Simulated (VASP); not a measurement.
Crystal: CO2.

```
O C
1.0
     4.22721    0.00000    0.00000
     0.00000    4.22721    0.00000
     0.00000    0.00000    4.68777
O C
4 2
Direct
  0.80483 0.80483 0.00000
  0.19517 0.19517 0.00000
  0.69517 0.30483 0.50000
  0.30483 0.69517 0.50000
  0.00000 0.00000 0.00000
  0.50000 0.50000 0.50000
```

The cell comes from a database or a generator and needn't be the stable form of this composition.

```yaml
Program: VASP 6.6.1
Task: single point
Functional: r2SCAN
Potentials_or_basis: VASP PAW PBE potentials, release 64 (O, C)
Cutoff: 900 eV
k_mesh: 9 × 9 × 8
Occupations: gaussian, width 0.02 eV
Spin: no spin polarisation
```

On this cell: pressure 0.3 GPa; largest force 0.007 eV/Å; band gap on the k mesh 7.18 eV, indirect (least direct gap 7.65 eV).

The same run follows on a disturbed copy (grid = ENCUT=900 k=9x9x8 ISMEAR=0 SIGMA=0.02 PREC=Accurate EDIFF=1e-08 LREAL=False ADDGRID=False LASPH=True; atoms moved at random, drawn with an rms of 0.1 Å):

```
O C
1.0
     4.22721    0.00000    0.00000
     0.00000    4.22721    0.00000
     0.00000    0.00000    4.68777
O C
4 2
Direct
  0.79985 0.81063 0.99844
  0.20499 0.20309 0.99873
  0.67213 0.30737 0.50009
  0.31019 0.67573 0.49075
  0.99186 0.00986 0.99573
  0.47535 0.50195 0.50434
```

Problem. What changes?

Solution. The energy moves by +298.9 meV/atom; pressure 14.3 GPa; largest force 26.143 eV/Å; band gap on the k mesh 7.04 eV, indirect (least direct gap 7.44 eV).

Forces in eV/Å, atoms in the order of the input:
```
O     0.371   0.627  -0.086
O    -3.215  -2.606  -0.126
O     0.800  -0.918   0.350
O   -18.113  18.814  -1.182
C     2.747   2.011   0.203
C    17.412 -17.927   0.842
```

Stress tensor (GPa, compression positive):
```
 19.62 -32.17   2.08
-32.17  22.97  -2.29
  2.08  -2.29   0.22
```

Caveats: the standard files for N, O and F lose accuracy on very short bonds; the PAW data sets were made with another functional, which shifts forces and pressure a little; an odd mesh through Γ misses points on the zone boundary, where band edges often lie.
